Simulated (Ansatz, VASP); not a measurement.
# I: VASP beside Ansatz

Contents of INCAR:

```
SYSTEM = I
ALGO = Normal
EDIFF = 1E-6
ENCUT = 520
GGA = PE
ISIF = 2
ISMEAR = -1
LASPH = .TRUE.
LCHARG = .FALSE.
LREAL = .FALSE.
LWAVE = .FALSE.
NBANDS = 10
NELM = 100
PREC = Accurate
SIGMA = 0.05
```

File KPOINTS:

```
k-points
0
G
  7 7 11
  0 0 0
```

The input POSCAR:

```
I
1.0
    2.5213101828     -3.6817475095      0.0000000000
    2.5213101828      3.6817475095      0.0000000000
   -1.6099961546      0.0000000000      2.3651167932
I
1
Direct
    0.5000000000      0.5000000000      0.5000000000
```

The input input.yaml:

```yaml
crystal:
  lattice:
    - [2.5213101828, -3.6817475095, 0.0]
    - [2.5213101828, 3.6817475095, 0.0]
    - [-1.6099961546, 0.0, 2.3651167932]
  atoms:
    - { symbol: I, position: [0.5, 0.5, 0.5] }
kpoints:
  mp_grid: { grid: [7, 7, 11] }
scf:
  occupations: { method: fermi_dirac, width: 0.05 }
hamiltonian:
  xc: pbe
  pseudopotentials: { kind: all_electron, lapw: { basis_error: 0.0005 } }
output:
  forces: true
  stress: true
  eigenvalues: true
```

Change from the starting cell: volume scaled by 0.98.

Alike in both runs: task single point; functional PBE; k mesh 7 × 7 × 11; occupations fermi-dirac, width 0.05 eV; no spin polarisation.

```csv
,VASP,Ansatz
version,VASP 6.6.1,Ansatz 0.2.0
potentials or method,"VASP PAW PBE potentials, release 64 (I)","all-electron LAPW, scalar-relativistic"
plane-wave cutoff (eV),520,see its input
```

Ansatz gave:

```
gap on the k mesh at the Fermi level (eV)       : none
pressure (GPa)                                  : 1.7
largest component of the traceless stress (GPa) : 1.29
```

Task: Estimate VASP's values.

Result: gap on the k mesh at the Fermi level (eV): none; pressure (GPa): 1.6; largest component of the traceless stress (GPa): 1.19.

A gap of «none» marks a metal or a gap that the smearing closes. Ansatz ran all-electron here, so the differences hold the error of VASP's frozen core and of both bases.

Caveats: an odd number of electrons without spin polarisation forces a metal; a magnetic or distorted state may lie lower. Spin-orbit coupling is left out, which matters for the levels of I.
